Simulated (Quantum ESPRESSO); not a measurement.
# WS2 (Tungstenite) (P6_3/mmc) in Quantum ESPRESSO: single point with PBE

Aim: the single point of WS2 (Tungstenite) with PBE.

All numbers are computed with Quantum ESPRESSO 7.5; they aren't measurements. Logs are shortened: lines on timing, memory, paths and dates and some standing lists are left out, and cuts for length are marked.

## (1) The crystal as given

It takes space group P6_3/mmc (No. 194, hexagonal). Conventional cell: a = 3.180 Å, b = 3.180 Å, c = 12.500 Å, α = 90.00°, β = 90.00°, γ = 120.00°. W (site symmetry -6m2) has 6 S at 2.41 Å as nearest neighbours. Around S (site symmetry 3m) lie 3 W at 2.41 Å.

## (2) Single point, PBE

run.py

```python
import numpy as np
from ase.calculators.espresso import Espresso, EspressoProfile
from ase.io import read

atoms = read('WS2.xyz')

input_data = {
    'control': {'calculation': 'scf', 'prefix': 'pwscf', 'outdir': './tmp', 'tprnfor': True, 'tstress': True, 'disk_io': 'nowf'},
    'system': {'ecutwfc': 55.0, 'ecutrho': 440.0, 'nbnd': 36, 'occupations': 'smearing', 'smearing': 'fd', 'degauss': 0.00367493},
    'electrons': {'conv_thr': 1.2e-09, 'electron_maxstep': 120, 'mixing_beta': 0.5},
}
pseudopotentials = {'W': 'W_pbe_v1.2.uspp.F.UPF', 'S': 's_pbe_v1.4.uspp.F.UPF'}
profile = EspressoProfile(command='pw.x', pseudo_dir='pseudo')
dft = Espresso(profile=profile, input_data=input_data, pseudopotentials=pseudopotentials, kpts=(10, 10, 3), koffset=(0, 0, 0))
atoms.calc = dft

print(f'energy {atoms.get_potential_energy():.8f} eV')
print('forces (eV/A)')
print(np.round(atoms.get_forces(), 6))
print('stress (eV/A^3, Voigt)')
print(np.round(atoms.get_stress(), 8))
print(f'Fermi level {dft.get_fermi_level():.4f} eV')
```

WS2.xyz

```xyz
6
Lattice="3.1800000000 0.0000000000 0.0000000000 -1.5900000000 2.7539607840 0.0000000000 0.0000000000 0.0000000000 12.5000000000" Properties=species:S:1:pos:R:3 pbc="T T T"
W      1.5900000002      0.9179869279      9.3750000000
W     -0.0000000002      1.8359738561      3.1250000000
S      1.5900000002      0.9179869279      4.6875000000
S     -0.0000000002      1.8359738561     10.9375000000
S      1.5900000002      0.9179869279      1.5625000000
S     -0.0000000002      1.8359738561      7.8125000000
```

Potentials or basis: SSSP 1.3 efficiency PBE.

Run with:

```console
OMP_NUM_THREADS=1 python run.py
```

The program printed:

```text
energy -5646.84795014 eV
forces (eV/A)
[[-0.       -0.       -0.      ]
 [ 0.       -0.        0.      ]
 [ 0.       -0.        0.159625]
 [ 0.       -0.        0.159625]
 [-0.       -0.       -0.159625]
 [-0.        0.       -0.159625]]
stress (eV/A^3, Voigt)
[-0.01134659 -0.01134659 -0.02326703 -0.         -0.          0.        ]
Fermi level 11.7941 eV
```

espresso.pwi:

```text
&CONTROL
   calculation      = 'scf'
   tstress          = .true.
   tprnfor          = .true.
   outdir           = './tmp'
   prefix           = 'pwscf'
   disk_io          = 'nowf'
   pseudo_dir       = 'pseudo'
/
&SYSTEM
   nbnd             = 36
   ecutwfc          = 55.0
   ecutrho          = 440.0
   occupations      = 'smearing'
   degauss          = 0.00367493
   smearing         = 'fd'
   ntyp             = 2
   nat              = 6
   ibrav            = 0
/
&ELECTRONS
   electron_maxstep = 120
   conv_thr         = 1.2e-09
   mixing_beta      = 0.5
/
&IONS
/
&CELL
/
&FCP
/
&RISM
/
ATOMIC_SPECIES
W 183.84 W_pbe_v1.2.uspp.F.UPF
S 32.06 s_pbe_v1.4.uspp.F.UPF

K_POINTS automatic
10 10 3  0 0 0

CELL_PARAMETERS angstrom
3.18000000000000 0.00000000000000 0.00000000000000
-1.59000000000000 2.75396078400000 0.00000000000000
0.00000000000000 0.00000000000000 12.50000000000000

ATOMIC_POSITIONS angstrom
W 1.5900000002 0.9179869279 9.3750000000  
W -0.0000000002 1.8359738561 3.1250000000  
S 1.5900000002 0.9179869279 4.6875000000  
S -0.0000000002 1.8359738561 10.9375000000  
S 1.5900000002 0.9179869279 1.5625000000  
S -0.0000000002 1.8359738561 7.8125000000
```

espresso.pwo:

```text
This program is part of the open-source Quantum ESPRESSO suite
     for quantum simulation of materials; please cite
         "P. Giannozzi et al., J. Phys.:Condens. Matter 21 395502 (2009);
         "P. Giannozzi et al., J. Phys.:Condens. Matter 29 465901 (2017);
         "P. Giannozzi et al., J. Chem. Phys. 152 154105 (2020);
     in publications or presentations arising from this work. More details at

Warning: card &CELL ignored
Warning: card &FCP ignored
Warning: card &RISM ignored

     Message from routine setup:
     using ibrav=0 with symmetry is DISCOURAGED, use correct ibrav instead

     G-vector sticks info
     --------------------
     sticks:   dense  smooth     PW     G-vecs:    dense   smooth      PW
     Sum        1099     547    163               115015    40749    6559

     Using Slab Decomposition

     bravais-lattice index     =            0
     lattice parameter (alat)  =       6.0093  a.u.
     unit-cell volume          =     738.7398 (a.u.)^3
     number of atoms/cell      =            6
     number of atomic types    =            2
     number of electrons       =        52.00
     number of Kohn-Sham states=           36
     kinetic-energy cutoff     =      55.0000  Ry
     charge density cutoff     =     440.0000  Ry
     scf convergence threshold =      1.2E-09
     mixing beta               =       0.5000
     number of iterations used =            8  plain     mixing
     Exchange-correlation=  SLA  PW   PBX  PBC
                           (   1   4   3   4   0   0   0)

     celldm(1)=   6.009329  celldm(2)=   0.000000  celldm(3)=   0.000000
     celldm(4)=   0.000000  celldm(5)=   0.000000  celldm(6)=   0.000000

     crystal axes: (cart. coord. in units of alat)
               a(1) = (   1.000000   0.000000   0.000000 )
               a(2) = (  -0.500000   0.866025   0.000000 )
               a(3) = (   0.000000   0.000000   3.930818 )

[... 193 lines left out ...]
     Davidson diagonalization with overlap
     ethr =  3.03E-12,  avg # of iterations =  4.4

     negative rho (up, down):  1.347E-01 0.000E+00

     End of self-consistent calculation

          k = 0.0000 0.0000 0.0000 (  5065 PWs)   bands (ev):

   -63.3638 -63.3638 -27.6087 -27.6087 -27.4555 -27.4555 -27.4555 -27.4555
    -4.2488  -4.0649  -2.6755  -2.3208   3.8081   4.7202   7.6323   7.7566
     7.7566   7.7681   7.7681   8.9851   8.9851   9.0276   9.0276   9.7168
    10.2026  11.2902  13.5375  13.5375  13.5453  13.5453  13.6340  13.6340
    13.7853  13.7853  15.8839  16.1242
[... 67 lines left out ...]
   -63.3486 -63.3486 -27.7593 -27.7593 -27.5523 -27.5523 -27.5272 -27.5272
    -2.3300  -2.2710  -1.8688  -1.8029   4.3581   4.4749   5.5916   5.6628
     6.1582   6.4188   7.3183   7.3517   8.4742   8.6486   9.1980   9.2658
     9.4627   9.5915  13.3390  13.3798  13.4923  13.7007  14.4922  14.8523
    15.2150  15.4018  16.3105  16.7539

          k = 0.0000-0.5774 0.0000 (  5088 PWs)   bands (ev):

   -63.3470 -63.3470 -27.7904 -27.7904 -27.5463 -27.5463 -27.5347 -27.5347
    -2.0709  -1.9876  -1.7961  -1.7199   4.0149   4.2497   5.3675   5.5552
     5.9016   6.4856   7.1775   7.2453   8.4253   8.5906   9.2738   9.4343
     9.6213   9.7830  13.4947  13.5325  13.8536  14.0684  14.4106  15.1795
    15.1880  15.5000  15.6035  15.9957

          k = 0.0000-0.5774 0.0848 (  5084 PWs)   bands (ev):

   -63.3470 -63.3470 -27.7904 -27.7904 -27.5463 -27.5463 -27.5347 -27.5347
    -2.0540  -2.0136  -1.7718  -1.7350   4.0692   4.1864   5.3840   5.4565
     6.1065   6.3775   7.1937   7.2276   8.4545   8.5349   9.3141   9.3943
     9.6707   9.7499  13.5028  13.5216  13.9215  14.0275  14.5389  14.8905
    15.2887  15.4958  15.6501  15.9603
[... 123 lines left out ...]
   -63.3452 -63.3452 -27.7215 -27.7215 -27.6499 -27.6499 -27.5397 -27.5397
    -1.7759  -1.7563  -1.6224  -1.6030   4.8989   4.9587   5.0761   5.1012
     6.3213   6.3271   6.6372   6.7320   7.3342   7.4691   8.3081   8.4376
    10.4477  10.5259  12.6582  12.6683  13.7451  14.1889  14.5075  14.6080
    15.9298  16.1216  17.3676  17.4078

     the Fermi energy is    11.7941 ev

!    total energy              =    -415.03570550 Ry
     estimated scf accuracy    <          1.7E-10 Ry
     smearing contrib. (-TS)   =      -0.00000003 Ry
     internal energy E=F+TS    =    -415.03570547 Ry

     The total energy is F=E-TS. E is the sum of the following terms:
     one-electron contribution =    -170.33548038 Ry
     hartree contribution      =     106.03155043 Ry
     xc contribution           =    -116.43550798 Ry
     ewald contribution        =    -234.29626753 Ry

     convergence has been achieved in  11 iterations

     negative rho (up, down):  1.347E-01 0.000E+00

     Forces acting on atoms (cartesian axes, Ry/au):

     atom    1 type  1   force =    -0.00000000   -0.00000000   -0.00000000
     atom    2 type  1   force =     0.00000000   -0.00000000    0.00000000
     atom    3 type  2   force =     0.00000000   -0.00000000    0.00620843
     atom    4 type  2   force =     0.00000000   -0.00000000    0.00620843
     atom    5 type  2   force =    -0.00000000   -0.00000000   -0.00620843
     atom    6 type  2   force =    -0.00000000    0.00000000   -0.00620843

     Total force =     0.012417     Total SCF correction =     0.000017

     Computing stress (Cartesian axis) and pressure

     negative rho (up, down):  1.347E-01 0.000E+00
          total   stress  (Ry/bohr**3)                   (kbar)     P=       24.55
   0.00012358  -0.00000000   0.00000000           18.18       -0.00        0.00
  -0.00000000   0.00012358   0.00000000           -0.00       18.18        0.00
   0.00000000   0.00000000   0.00025341            0.00        0.00       37.28

=------------------------------------------------------------------------------=
   JOB DONE.
=------------------------------------------------------------------------------=
```

Run time: 3 min. Hardware: 1 thread of Arm Neoverse V1, shared host; peak memory 0.86 GiB.

Results:

| Quantity | Value |
| --- | --- |
| Free energy | -5646.8484 eV |
| Pressure | 2.5 GPa |
| Largest force | 0.160 eV/Å |
| Band gap on the k mesh | 1.12 eV, indirect (least direct gap 2.08 eV) |

Forces in eV/Å, atoms in the order of the input:
```
W    0.000  0.000  0.000
W    0.000  0.000  0.000
S    0.000  0.000  0.160
S    0.000  0.000  0.160
S    0.000  0.000 -0.160
S    0.000  0.000 -0.160
```

Stress tensor (GPa, compression positive):
```
1.82 0.00 0.00
0.00 1.82 0.00
0.00 0.00 3.73
```

Caveat: spin-orbit coupling is left out, which moves the levels of the heavy elements; an odd mesh through Γ misses points on the zone boundary, where band edges often lie; this functional lacks dispersion, which binds the layers, so the pressure and a relaxed spacing across them are unreliable.
